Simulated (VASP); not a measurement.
**GaP: single point with PBE0(alpha)**

The system is GaP.

```
Ga P
1.0
     0.00000    2.72525    2.72525
     2.72525    0.00000    2.72525
     2.72525    2.72525    0.00000
Ga P
1 1
Direct
  0.00000 0.00000 0.00000
  0.75000 0.75000 0.75000
```

```yaml
Program: VASP 6.6.1
Task: single point
Functional: PBE0(alpha)
Potentials_or_basis: VASP PAW PBE potentials, release 64 (Ga_d, P)
Cutoff: 520 eV
k_mesh: 4 × 4 × 4
Occupations: fermi-dirac, width 0.05 eV
Spin: no spin polarisation
Share_of_exact_exchange: 0.25
Grid_for_exact_exchange_PRECFOCK: Fast
Exchange_at_q_=_0: truncated
Further_INCAR_settings: ALGO = Normal; EDIFF = 1e-06; NBANDS = 16
```

```
Pressure               : 0.7 GPa
Band gap on the k mesh : 3.01 eV, indirect (least direct gap 3.55 eV)
```

Levels at points of the mesh, in eV from the valence-band top:
| k point | band 6 | band 7 | band 8 | band 9 | band 10 | band 11 | band 12 | band 13 |
| --- | --- | --- | --- | --- | --- | --- | --- | --- |
| (0.00, 0.00, 0.00) | -13.87 | 0.00 | 0.00 | 0.00 | 3.55 | 5.50 | 5.50 | 5.50 |
| (0.50, 0.00, 0.00) | -11.62 | -7.31 | -1.23 | -1.23 | 3.24 | 6.35 | 6.35 | 9.99 |
| (0.50, 0.50, 0.00) | -10.63 | -7.40 | -2.96 | -2.96 | 3.01 | 3.29 | 12.83 | 12.83 |

It took 94 s on 1 thread of Intel(R) Xeon(R) Platinum 8488C (Sapphire Rapids), on a shared host, peak memory 0.16 GiB.

Caveat: the k mesh is coarse (spacing up to 0.50 Å⁻¹), so the values aren't converged, least of all with exact exchange; the PAW data sets were made with another functional, which shifts forces and pressure a little. A k mesh can miss the band edges.
